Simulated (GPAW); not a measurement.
Cs2AgBiBr6:

```
CELL_PARAMETERS angstrom
0.00000 5.61610 5.61610
5.61610 0.00000 5.61610
5.61610 5.61610 0.00000
ATOMIC_POSITIONS crystal
Bi 0.00000 0.00000 0.00000
Cs 0.75000 0.75000 0.75000
Cs 0.25000 0.25000 0.25000
Ag 0.50000 0.50000 0.50000
Br 0.74945 0.74945 0.25055
Br 0.25055 0.25055 0.74945
Br 0.74945 0.25055 0.25055
Br 0.74945 0.25055 0.74945
Br 0.25055 0.74945 0.74945
Br 0.25055 0.74945 0.25055
```

| Property | Result |
| --- | --- |
| Program | GPAW 26.7.0 |
| Task | relaxation of cell and atoms |
| Functional | RPBE |
| Potentials or basis | the program's PAW data sets (release 1.2.1) made for this functional |
| Cutoff | 600 eV |
| Basis | pw |
| k mesh | 3 × 3 × 3 |
| Occupations | fermi-dirac, width 0.05 eV |
| Spin | no spin polarisation |

At the start: pressure 3.6 GPa; volume 35.43 Å³/atom.

Problem. How do energy, volume and symmetry change on relaxing?

Solution. Over 9 steps the energy falls by 52.5 meV/atom and the volume is 41.27 Å³/atom (+16.5 %); space group Fm-3m (No. 225, to 0.05 Å).

The path:
```csv
step,energy change (eV),largest force (eV/Å),pressure (GPa),volume (Å³)
1,0.0000,0.2414,3.56,354.27
2,-0.0307,0.1943,3.41,355.47
3,-0.2944,0.3647,1.46,375.20
4,-0.3258,0.4309,1.05,380.84
5,-0.3785,0.4599,0.46,391.00
6,-0.4374,0.3974,-0.02,401.65
7,-0.4990,0.2299,-0.25,411.29
8,-0.5238,0.0524,-0.14,413.93
9,-0.5255,0.0011,-0.04,412.72
```

Final structure:
```
Bi Cs Ag Br
1.0
     0.00000    5.90940    5.90940
     5.90940    0.00000    5.90940
     5.90940    5.90940    0.00000
Bi Cs Ag Br
1 2 1 6
Cartesian
  0.0000 0.0000 0.0000
  8.8641 8.8641 8.8641
  2.9547 2.9547 2.9547
  5.9094 5.9094 5.9094
  5.9094 5.9094 8.8955
  5.9094 5.9094 2.9233
  2.9233 5.9094 5.9094
  5.9094 8.8955 5.9094
  8.8955 5.9094 5.9094
  5.9094 2.9233 5.9094
```

Caveat: later steps reuse the first step's grids; the volume moved by over 15 % at a fixed basis, so the end points are rough.
